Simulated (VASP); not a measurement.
# TaN (P-6m2) in VASP: a series of runs

One crystal, TaN, is run at these levels: r2SCAN+U; tasks: single point.

All numbers are computed with VASP 6.6.1; they aren't measurements. Logs are shortened: lines on timing, memory, paths and dates and some standing lists are left out, and cuts for length are marked.

### Step 1. Starting point

The structure is hexagonal, space group P-6m2 (No. 187). Conventional cell: a = 2.938 Å, b = 2.938 Å, c = 2.883 Å, α = 90.00°, β = 90.00°, γ = 120.00°. Ta (site symmetry -6m2) has 6 N at 2.23 Å as nearest neighbours. Around N (site symmetry -6m2) lie 6 Ta at 2.23 Å.

### Step 2. Single point, r2SCAN+U, collinear spin, typed start

Input file POSCAR:

```
TaN
1.0
    2.9380011100      0.0000000000      0.0000000000
   -1.4690005500      2.5443836000      0.0000000000
    0.0000000000      0.0000000000      2.8830022100
Ta N
1 1
Direct
    0.3333333333      0.6666666667      0.5000000000
    0.0000000000      0.0000000000      0.0000000000
```

Input file INCAR.step1:

```
PREC = Accurate
ENCUT = 520
ISMEAR = 0
SIGMA = 0.05
LREAL = False
LASPH = True
NELM = 150
ISPIN = 2
MAGMOM = 2 0
LMAXMIX = 4
LDAU = True
LDAUTYPE = 2
LDAUL = 2 -1
LDAUU = 2 0
LDAUJ = 0 0
NBANDS = 19
GGA = PE
ALGO = Normal
EDIFF = 1E-4
LWAVE = True
LCHARG = False
```

Input file INCAR.step2:

```
PREC = Accurate
ENCUT = 520
EDIFF = 1E-7
ISMEAR = 0
SIGMA = 0.05
LREAL = False
LASPH = True
NELM = 150
ALGO = Normal
ISIF = 2
LWAVE = False
LCHARG = False
ISPIN = 2
MAGMOM = 2 0
LORBIT = 11
LMAXMIX = 4
LDAU = True
LDAUTYPE = 2
LDAUL = 2 -1
LDAUU = 2 0
LDAUJ = 0 0
LDAUPRINT = 1
METAGGA = R2SCAN
LMIXTAU = True
NBANDS = 19
ISTART = 1
```

Input file KPOINTS:

```
Automatic mesh
0
Gamma
  7 7 7
```

Potentials or basis: VASP PAW PBE potentials, release 64 (Ta_pv, N).

On the command line:

```
$ cat potpaw_PBE.64/Ta_pv/POTCAR potpaw_PBE.64/N/POTCAR > POTCAR
$ cp INCAR.step1 INCAR
$ mpirun -np 1 vasp_std > vasp.out
$ cp INCAR.step2 INCAR
$ mpirun -np 1 vasp_std > vasp.out
```

OUTCAR:

```text
PREC = Accurate
   ENCUT = 520
   EDIFF = 1E-7
   ISMEAR = 0
   LREAL = False
   LASPH = True
   NELM = 150
   ISIF = 2
   ISPIN = 2
   LORBIT = 11
   METAGGA = R2SCAN
   ISTART = 1

 ion  position               nearest neighbor table
   1  0.333  0.667  0.500-   2 2.23   2 2.23   2 2.23   2 2.23   2 2.23   2 2.23
   2  0.000  0.000  0.000-   1 2.23   1 2.23   1 2.23   1 2.23   1 2.23   1 2.23

  LATTYP: Found a hexagonal cell.
 ALAT       =     2.9380011100
 C/A-ratio  =     0.9812801636

  Lattice vectors:

 A1 = (   2.9380011100,   0.0000000000,   0.0000000000)
 A2 = (  -1.4690005500,   2.5443836000,   0.0000000000)
 A3 = (   0.0000000000,   0.0000000000,   2.8830022100)

Analysis of symmetry for initial positions (statically):
=====================================================================
 Subroutine PRICEL returns:
 Original cell was already a primitive cell.

 Routine SETGRP: Setting up the symmetry group for a
 hexagonal supercell.

 Subroutine GETGRP returns: Found 12 space group operations
 (whereof 12 operations were pure point group operations)
 out of a pool of 24 trial point group operations.

The static configuration has the point symmetry D_3h.

Analysis of symmetry for dynamics (positions and initial velocities):
=====================================================================
 Subroutine PRICEL returns:
 Original cell was already a primitive cell.

 Routine SETGRP: Setting up the symmetry group for a
 hexagonal supercell.

 Subroutine GETGRP returns: Found 12 space group operations
 (whereof 12 operations were pure point group operations)
 out of a pool of 24 trial point group operations.

The dynamic configuration has the point symmetry D_3h.

Analysis of structural, dynamic, and magnetic symmetry:
=====================================================================
 Subroutine PRICEL returns:
 Original cell was already a primitive cell.

 Routine SETGRP: Setting up the symmetry group for a
 hexagonal supercell.

 Subroutine GETGRP returns: Found 12 space group operations
 (whereof 12 operations were pure point group operations)
 out of a pool of 24 trial point group operations.

The overall configuration has the point symmetry D_3h.

 Subroutine INISYM returns: Found 12 space group operations
 (whereof 12 operations are pure point group operations),
 and found     1 'primitive' translations

----------------------------------------------------------------------------------------

                                     Primitive cell

  volume of cell :      21.5516

  direct lattice vectors                    reciprocal lattice vectors
     2.938001110  0.000000000  0.000000000     0.340367468  0.196511249  0.000000000
    -1.469000550  2.544383600  0.000000000     0.000000000  0.393022499  0.000000000
     0.000000000  0.000000000  2.883002210     0.000000000  0.000000000  0.346860643

  length of vectors
     2.938001110  2.938001110  2.883002210     0.393022499  0.393022499  0.346860643

  position of ions in fractional coordinates (direct lattice)
     0.333333333  0.666666667  0.500000000
     0.000000000  0.000000000  0.000000000

  ion indices of the primitive-cell ions
   primitive index   ion index
                 1           1
                 2           2

----------------------------------------------------------------------------------------

 KPOINTS: Automatic mesh

Automatic generation of k-mesh.
 Grid dimensions read from file:
 generate k-points for:    7    7    7
[... 61 lines left out ...]
   LASPH  =      T    aspherical Exc in radial PAW
   ENCUT  =  520.0 eV  38.22 Ry    6.18 a.u.   5.46  5.46  5.36*2*pi/ulx,y,z
   NELM   =    150;   NELMIN=  2; NELMDL=  0     # of ELM steps
   EDIFF  = 0.1E-06   stopping-criterion for ELM
   LREAL  =      F    real-space projection
   EDIFFG = 0.1E-05   stopping-criterion for IOM
   NSW    =      0    number of steps for IOM
   IBRION =     -1    ionic relax: 0-MD 1-quasi-New 2-CG
   NFREE  =      0    steps in history (QN), initial steepest desc. (CG)
   ISIF   =      2    stress and relaxation
   ISYM   =      2    0-nonsym 1-usesym 2-fastsym
   POTIM  = 0.5000    time-step for ionic-motion
   TEBEG  =    0.0;   TEEND  =   0.0 temperature during run
   PSTRESS=    0.0 pullay stress
   NELECT =      16.0000    total number of electrons
   NUPDOWN=      -1.0000    fix difference up-down
   EMIN   =  10.00;   EMAX   =-10.00  energy-range for DOS
   EFERMI =   0.00;   METHOD = LEGACY
   ISMEAR =     0;   SIGMA  =   0.05  broadening in eV -4-tet -1-fermi 0-gaus
   EFERMI_NEDOS =   21; number of points for ismear=-14 and -15
   IALGO  =     38    algorithm
   IMIX   =      4    mixing-type and parameters
     AMIX     =   0.40;   BMIX     =  1.00
     AMIX_MAG =   1.60;   BMIX_MAG =  1.00
  volume/ion in A,a.u.               =      10.78        72.72
  Fermi-wavevector in a.u.,A,eV,Ry     =   1.482364  2.801263 29.897501  2.197404
  Thomas-Fermi vector in A             =   2.596160
   LORBIT       =     11    0 simple, 1 ext, 2 COOP (PROOUT), +10 PAW based schemes
 LDA+U is selected, type is set to LDAUTYPE =  2
   angular momentum for each species LDAUL =     2   -1
   U (eV)           for each species LDAUU =   2.0  0.0
   J (eV)           for each species LDAUJ =   0.0  0.0
   METAGGA = R2SCAN    functional components
   LHFCALC =     F    Hartree Fock is set to
   AEXX    =    0.0000 exact exchange contribution
   IVDW    =     0    specifies the selected vdW correction
   LEPSILON=     F    determine dielectric tensor
   LRPA    =     F    only Hartree local field effects (RPA)
 spin polarized calculation
 Gauss-broadening in eV      SIGMA  =   0.05
  energy-cutoff  :      520.00
  volume of cell :       21.55
 maximum number of plane-waves:       605
 NGX is ok and might be reduce to    24
   NGX = 11   NGY = 11   NGZ = 11

 number of electron      16.0000001 magnetization      -0.0000000

atom =   1  type =  1  l = 2

 onsite density matrix

spin component  1

  0.2648  0.0000 -0.0000  0.0000 -0.0000
  0.0000  0.1818 -0.0000  0.0000 -0.0000
 -0.0000 -0.0000  0.3101  0.0000  0.0000
  0.0000  0.0000  0.0000  0.1818 -0.0000
 -0.0000 -0.0000  0.0000 -0.0000  0.2648

spin component  2

  0.2648  0.0000 -0.0000  0.0000 -0.0000
  0.0000  0.1818 -0.0000  0.0000 -0.0000
 -0.0000 -0.0000  0.3101  0.0000  0.0000
  0.0000  0.0000  0.0000  0.1818 -0.0000
 -0.0000 -0.0000  0.0000 -0.0000  0.2648

 occupancies and eigenvectors

  o =  0.1818  v =  0.0000  0.0000  0.0000  0.0000  0.0000 -0.0000 -0.5330  0.0000  0.8461  0.0000      0.0000  0.0000  0.0000  0.0000  0.0000  0.0000  0.0000  0.0000  0.0000  0.0000
  o =  0.1818  v =  0.0000  0.0000  0.0000  0.0000  0.0000 -0.0000  0.8461 -0.0000  0.5330 -0.0000      0.0000  0.0000  0.0000  0.0000  0.0000  0.0000  0.0000  0.0000  0.0000  0.0000
  o =  0.1818  v = -0.0000 -0.5330  0.0000  0.8461 -0.0000  0.0000  0.0000  0.0000  0.0000  0.0000      0.0000  0.0000  0.0000  0.0000  0.0000  0.0000  0.0000  0.0000  0.0000  0.0000
  o =  0.1818  v = -0.0000  0.8461 -0.0000  0.5330 -0.0000  0.0000  0.0000  0.0000  0.0000  0.0000      0.0000  0.0000  0.0000  0.0000  0.0000  0.0000  0.0000  0.0000  0.0000  0.0000
  o =  0.2648  v =  0.0000  0.0000  0.0000  0.0000  0.0000  0.0360  0.0000 -0.0000 -0.0000  0.9994      0.0000  0.0000  0.0000  0.0000  0.0000  0.0000  0.0000  0.0000  0.0000  0.0000
  o =  0.2648  v =  0.0000  0.0000  0.0000  0.0000  0.0000 -0.9994  0.0000 -0.0000 -0.0000  0.0360      0.0000  0.0000  0.0000  0.0000  0.0000  0.0000  0.0000  0.0000  0.0000  0.0000
  o =  0.2648  v =  0.0491  0.0000 -0.0000  0.0000  0.9988  0.0000  0.0000  0.0000  0.0000  0.0000      0.0000  0.0000  0.0000  0.0000  0.0000  0.0000  0.0000  0.0000  0.0000  0.0000
  o =  0.2648  v = -0.9988  0.0000 -0.0000 -0.0000  0.0491  0.0000  0.0000  0.0000  0.0000  0.0000      0.0000  0.0000  0.0000  0.0000  0.0000  0.0000  0.0000  0.0000  0.0000  0.0000
  o =  0.3101  v =  0.0000  0.0000  0.0000  0.0000  0.0000 -0.0000  0.0000  1.0000  0.0000  0.0000      0.0000  0.0000  0.0000  0.0000  0.0000  0.0000  0.0000  0.0000  0.0000  0.0000
  o =  0.3101  v = -0.0000 -0.0000  1.0000  0.0000  0.0000  0.0000  0.0000  0.0000  0.0000  0.0000      0.0000  0.0000  0.0000  0.0000  0.0000  0.0000  0.0000  0.0000  0.0000  0.0000

 number of electron      16.0000001 magnetization       0.0000000

 Free energy of the ion-electron system (eV)
  ---------------------------------------------------
  ext. energy  EPLUGINS =         0.00000000
  ---------------------------------------------------
  free energy    TOTEN  =       -58.57057141 eV

  energy without entropy =      -58.57031374  energy(sigma->0) =      -58.57044258

 E-fermi :   8.5476     XC(G=0): -14.3552

 val. band max:        8.5020472271   @ k =   0.0000   0.0000   0.4286
 cond. band min:       8.5777554963   @ k =   0.0000   0.0000   0.2857
 fundamental gap:      0.0757082692
 Fermi energy:         8.5476419338

 spin component 1

 k-point     1 :       0.0000    0.0000    0.0000
  band No.  band energies     occupation
      1     -28.0887      1.00000
      2     -27.8268      1.00000
      3     -27.8268      1.00000
      4     -10.4949      1.00000
      5       3.5974      1.00000
      6       3.5974      1.00000
[... 1049 lines left out ...]
     18      27.3144      0.00000
     19      32.6264      0.00000

 [... further k-points ...]
[... 5 lines left out ...]
  --------------------------------------------------------------------------------------
  -------------------------------------------------------------------------------------
  Total        0.9961534      0.9961534      1.1657582      0.0000000      0.0000000      0.0000000
  in kB       74.0554976     74.0554977     86.6641646      0.0000001      0.0000000      0.0000000
  external PRESSURE =      78.2583866 kB  Pullay stress =       0.0000000 kB

 VOLUME and BASIS-vectors are now :
 -----------------------------------------------------------------------------
  energy-cutoff  :      520.00
  volume of cell :       21.55
      direct lattice vectors                 reciprocal lattice vectors
     2.938001110  0.000000000  0.000000000     0.340367468  0.196511249  0.000000000
    -1.469000550  2.544383600  0.000000000     0.000000000  0.393022499  0.000000000
     0.000000000  0.000000000  2.883002210     0.000000000  0.000000000  0.346860643

 POSITION                                       TOTAL-FORCE (eV/Angst)
 -----------------------------------------------------------------------------------
      0.00000      1.69626      1.44150         0.000000      0.000000      0.000000
      0.00000      0.00000      0.00000        -0.000000      0.000000      0.000000
 -----------------------------------------------------------------------------------
    total drift:                                0.000001     -0.000000     -0.000000

  FREE ENERGIE OF THE ION-ELECTRON SYSTEM (eV)
  ---------------------------------------------------
  free  energy   TOTEN  =       -58.5705714137 eV

  energy  without entropy=      -58.5703137449  energy(sigma->0) =      -58.57044258

 total charge

# of ion       s       p       d       tot
------------------------------------------
    1        0.319   6.275   2.356   8.949
    2        1.241   2.547   0.000   3.788
--------------------------------------------------
tot          1.559   8.822   2.356  12.737

 magnetization (x)

# of ion       s       p       d       tot
------------------------------------------
    1        0.000  -0.000  -0.000  -0.000
    2        0.000   0.000   0.000   0.000
--------------------------------------------------
tot          0.000   0.000  -0.000   0.000
```

Wall time 2.5 min (1 thread of AMD EPYC 7R43 (Zen 3), shared host); peak memory 0.13 GiB.

What came out:

```yaml
Free_energy: -58.5706 eV
Pressure: 7.8 GPa
Band_gap_on_the_k_mesh: none (metal or under the smearing width)
Net_moment: 0.00 μB per cell
Valence_electrons_inside_the_program's_atomic_spheres: Ta 8.95; N 3.79
```

Eigenvalues of the final occupation matrices:
| site | spin | trace | eigenvalues |
| --- | --- | --- | --- |
| site 1 d | 1 | 1.20 | 0.18 0.18 0.26 0.26 0.31 |
| site 1 d | 2 | 1.20 | 0.18 0.18 0.26 0.26 0.31 |

Caveat: the PAW data sets were made with another functional, which shifts forces and pressure a little. The state reached can hang on the start; a lower one may exist.

### Step 3. Single point, r2SCAN+U, collinear spin, zero start

POSCAR is that of step 2.

Input file INCAR.step1:

```
ALGO = Normal ; EDIFF = 1E-4
ENCUT = 520 ; GGA = PE
ISMEAR = 0 ; ISPIN = 2
LASPH = True ; LCHARG = False
LDAU = True ; LDAUJ = 0 0
LDAUL = 2 -1 ; LDAUTYPE = 2
LDAUU = 2 0 ; LMAXMIX = 4
LREAL = False ; LWAVE = True
MAGMOM = 0 0 ; NBANDS = 19
NELM = 150 ; PREC = Accurate
SIGMA = 0.05
```

Input file INCAR.step2:

```
ALGO = Normal ; EDIFF = 1E-6
ENCUT = 520 ; ISIF = 2
ISMEAR = 0 ; ISPIN = 2
ISTART = 1 ; LASPH = True
LCHARG = True ; LDAU = True
LDAUJ = 0 0 ; LDAUL = 2 -1
LDAUPRINT = 1 ; LDAUTYPE = 2
LDAUU = 2 0 ; LELF = True
LMAXMIX = 4 ; LMIXTAU = True
LORBIT = 11 ; LREAL = False
LVHAR = True ; LWAVE = False
MAGMOM = 0 0 ; METAGGA = R2SCAN
NBANDS = 19 ; NELM = 150
PREC = Accurate ; SIGMA = 0.05
```

Input file KPOINTS:

```
k-points
0
Gamma
  7 7 7
```

Potentials or basis: VASP PAW PBE potentials, release 64 (Ta_pv, N).

On the command line:

```
$ cat potpaw_PBE.64/Ta_pv/POTCAR potpaw_PBE.64/N/POTCAR > POTCAR
$ cp INCAR.step1 INCAR
$ mpirun -np 1 vasp_std > vasp.out
$ cp INCAR.step2 INCAR
$ mpirun -np 1 vasp_std > vasp.out
```

Run time: 2 min. Hardware: 1 thread of AMD EPYC 7R43 (Zen 3), shared host; peak memory 0.13 GiB.

It converged, with:

- Free energy: -58.5706 eV
- Pressure: 7.8 GPa
- Band gap on the k mesh: none (metal or under the smearing width)
- Net moment: 0.00 μB per cell
- Valence electrons inside the program's atomic spheres: Ta 8.95; N 3.79

Stress tensor (GPa, compression positive):
```
7.41 0.00 0.00
0.00 7.41 0.00
0.00 0.00 8.67
```

Levels at points of the mesh, in eV from the Fermi level:
Spin up:
```csv
k point,band 6,band 7,band 8,band 9,band 10,band 11
"(0.00, 0.00, 0.00)",-4.95,-4.53,-3.36,2.20,3.67,3.67
```
Spin down:
```
           k point  band 4  band 5  band 6  band 7  band 8  band 9  band 10  band 11  band 12  band 13
(0.00, 0.00, 0.00)  -19.04   -4.95   -4.95   -4.53   -3.36    2.20     3.67     3.67     4.40     4.40
```

Eigenvalues of the final occupation matrices:
| site | spin | trace | eigenvalues |
| --- | --- | --- | --- |
| site 1 d | 1 | 1.20 | 0.18 0.18 0.26 0.26 0.31 |
| site 1 d | 2 | 1.20 | 0.18 0.18 0.26 0.26 0.31 |

Caveat: the PAW data sets were made with another functional, which shifts forces and pressure a little. The state reached can hang on the start; a lower one may exist.
